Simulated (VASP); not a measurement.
Hf:

```xyz
3
Lattice="4.9623 0.0000 0.0000 -2.4812 4.2975 0.0000 0.0000 0.0000 3.0862" Properties=species:S:1:pos:R:3 pbc="T T T"
Hf    0.0000    0.0000    0.0000
Hf    0.0000    2.8650    1.5431
Hf    2.4812    1.4325    1.5431
```

This isn't the form of Hf at room conditions, which is hcp.

Program: VASP 6.6.1. Alike in all runs: cell as given; cutoff (eV) 520.

**Question.** Order these runs on this cell by their pressure, lowest first.
A. level PBEsol; potentials or basis VASP PAW PBE potentials, release 64 (Hf_pv); spin off; k mesh 6 × 6 × 9; smearing fermi-dirac 0.05 eV; ladder free
B. level PBE; potentials or basis VASP PAW PBE potentials, release 54 (Hf_pv); spin off; k mesh 6 × 6 × 9; smearing gaussian 0.1 eV
C. level TPSS+D2; potentials or basis VASP PAW PBE potentials, release 54 (Hf_pv); spin SOC, no magnetisation; k mesh 5 × 5 × 7; smearing methfessel-paxton 0.2 eV

**Answer.** C (-6.9 GPa), A (-3.1 GPa), B (1.5 GPa).

Caveats: the PAW data sets were made with another functional, which shifts forces and pressure a little (some runs).
